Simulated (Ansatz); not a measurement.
# Ta: an axial (c/a) deformation path

An exercise on one series of results from a longer session: the logs are not shown, and one member is left open.

This is Ta in the hcp structure; at room conditions it is bcc.

Method: DFT PBEsol, scalar-relativistic, plane waves, PAW, in Ansatz 0.2.0.

1 further run of the same task is left out (set aside as unsound or not needed).

## The structure to begin with

The structure is hexagonal, space group P6_3/mmc (No. 194). Conventional cell: a = 2.900 Å, b = 2.900 Å, c = 5.166 Å, α = 90.00°, β = 90.00°, γ = 120.00°. Around Ta (site symmetry -6m2) lie 12 Ta at 2.90 to 3.08 Å.

As a file:

```
CELL_PARAMETERS angstrom
2.90037 0.00000 0.00000
-1.45019 2.51180 0.00000
0.00000 0.00000 5.16627
ATOMIC_POSITIONS crystal
Ta 0.66667 0.33333 0.75000
Ta 0.33333 0.66667 0.25000
```

The structure comes from the Materials Project (structure only).

Set-up of the first run:

Contents of input.yaml:

```yaml
crystal:
  lattice:
    - [2.9003720726, 0.0, 0.0]
    - [-1.4501860363, 2.5117958953, 0.0]
    - [0.0, 0.0, 5.166274]
  atoms:
    - { symbol: Ta, position: [0.66666667, 0.33333333, 0.75] }
    - { symbol: Ta, position: [0.33333333, 0.66666667, 0.25] }
basis:
  ecutwfc: 420
kpoints:
  mp_grid: { grid: [9, 9, 4] }
hamiltonian:
  xc: pbesol
scf:
  occupations: { method: gaussian, width: 0.1 }
output:
  forces: true
  stress: true
  eigenvalues: true
```

Steps of the session up to this table: Quick check of gap, pressure and forces; Zero of the scan; At ρ = 0.850; Point ρ = 1.200; ρ = 0.920; ρ = 1.100; ρ = 0.960; Point ρ = 1.050; ρ = 0.800; Point ρ = 1.300.

One table of the session follows, with a row left open; its other results are not shown here.

The scan, with free energies counted from the undisturbed cell:

```
    ρ  ΔE (meV/atom)  pressure (GPa)
0.800          162.5            -5.5
0.850          114.0            -6.6
0.920           42.5            -7.3
0.960           12.0            -7.4
1.000            0.0            -7.1
1.050              ?               ?
1.100           73.3            -4.5
1.200          278.9             0.6
1.300          595.7             9.0
```

Estimate the missing values for ρ = 1.050.

Worked estimate for «ΔE (meV/atom)». A straight line through the neighbours (1.000, 0.0) and (1.100, 73.3) gives 0.0 + (73.3 − 0.0) × (1.050 − 1.000) / (1.100 − 1.000) = 36.6; a parabola fitted to 4 rows on both sides gives 20.0.

**Answer.** ΔE (meV/atom): 18.6; pressure (GPa): -6.1. In «ΔE (meV/atom)» the line misses by +18.0 and the parabola by +1.4.
